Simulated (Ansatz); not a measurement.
The system is BeS.

```
CELL_PARAMETERS angstrom
0.00000 2.42500 2.42500
2.42500 0.00000 2.42500
2.42500 2.42500 0.00000
ATOMIC_POSITIONS crystal
S 0.75000 0.75000 0.75000
Be 0.00000 0.00000 0.00000
```

Program: Ansatz 0.2.0. Alike in all runs: task band structure; potentials or basis Ansatz PAW; no spin polarisation; cell as given; smearing fermi-dirac 0.05 eV.

Task: Order these runs on this cell by their band gap on the k mesh, lowest first.
A. level PBE0; k mesh 6 × 6 × 6; cutoff (eV) 420; points for each segment of the path 4
B. level LDA; k mesh 9 × 9 × 9; cutoff (eV) 420; points for each segment of the path 14
C. level PBE; k mesh 9 × 9 × 9; cutoff (eV) 420; points for each segment of the path 14
D. level r2SCAN; k mesh 9 × 9 × 9; cutoff (eV) 500; points for each segment of the path 14

Result: B (2.99 eV), C (3.20 eV), D (3.66 eV), A (4.77 eV).

Caveats: the k mesh misses the band edges, so the gap on the mesh is wider than the one along the path (some runs).

A k mesh can miss the band edges, odd and even meshes differently.
